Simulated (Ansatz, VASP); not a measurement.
**Na in VASP and in Ansatz**

INCAR

```
PREC     = Accurate       # precision mode
ENCUT    = 520            # plane-wave cutoff, eV
EDIFF    = 1E-7           # SCF threshold, eV
ISMEAR   = -1             # smearing method
SIGMA    = 0.03           # smearing width, eV
LREAL    = F              # projectors in reciprocal space
LASPH    = T              # aspherical terms in the spheres
NELM     = 60             # most SCF steps
ALGO     = Normal         # electronic algorithm
ISIF     = 2              # what is computed and relaxed
LWAVE    = F              # write WAVECAR
LCHARG   = F              # write CHGCAR
GGA      = PS             # functional
NBANDS   = 10             # bands
```

File KPOINTS:

```
regular mesh
0
Gamma
  11 11 11
```

The input POSCAR:

```
Na
1.0
   -2.1590301515      2.1590301515      2.1590301515
    2.1590301515     -2.1590301515      2.1590301515
    2.1590301515      2.1590301515     -2.1590301515
Na
1
Direct
    0.0000000000      0.0000000000      0.0000000000
```

Input for Ansatz:

```yaml
crystal:
  lattice:
    - [-2.1590301515, 2.1590301515, 2.1590301515]
    - [2.1590301515, -2.1590301515, 2.1590301515]
    - [2.1590301515, 2.1590301515, -2.1590301515]
  atoms:
    - { symbol: Na, position: [0.0, 0.0, 0.0] }
kpoints:
  mp_grid: { grid: [11, 11, 11] }
  band_path:
    path:
      - [0.0, 0.0, 0.0]
      - [0.5, -0.5, 0.5]
      - [0.0, 0.0, 0.5]
      - [0.0, 0.0, 0.0]
      - [0.25, 0.25, 0.25]
      - [0.5, -0.5, 0.5]
      - [0.25, 0.25, 0.25]
      - [0.0, 0.0, 0.5]
    npoints: 5
scf:
  occupations: { method: fermi_dirac, width: 0.03 }
hamiltonian:
  xc: pbesol
  pseudopotentials: { kind: all_electron, lapw: { basis_error: 0.0005 } }
output:
  forces: true
  stress: true
  eigenvalues: true
```

Change from the starting cell: volume scaled by 1.06.

Alike in both runs: task single point; functional PBEsol; k mesh 11 × 11 × 11; occupations fermi-dirac, width 0.03 eV; no spin polarisation.

|  | VASP | Ansatz |
| --- | --- | --- |
| version | VASP 6.6.1 | Ansatz 0.2.0 |
| potentials or method | VASP PAW PBE potentials, release 64 (Na_pv) | all-electron LAPW, scalar-relativistic |
| plane-wave cutoff (eV) | 520 | see its input |

|  | VASP | Ansatz | Ansatz less VASP |
| --- | --- | --- | --- |
| pressure (GPa) | -0.7 | -0.7 | +0.01 |

Ansatz ran all-electron here, so the differences hold the error of VASP's frozen core and of both bases.

Caveats: the PAW data sets were made with another functional, which shifts forces and pressure a little (VASP).
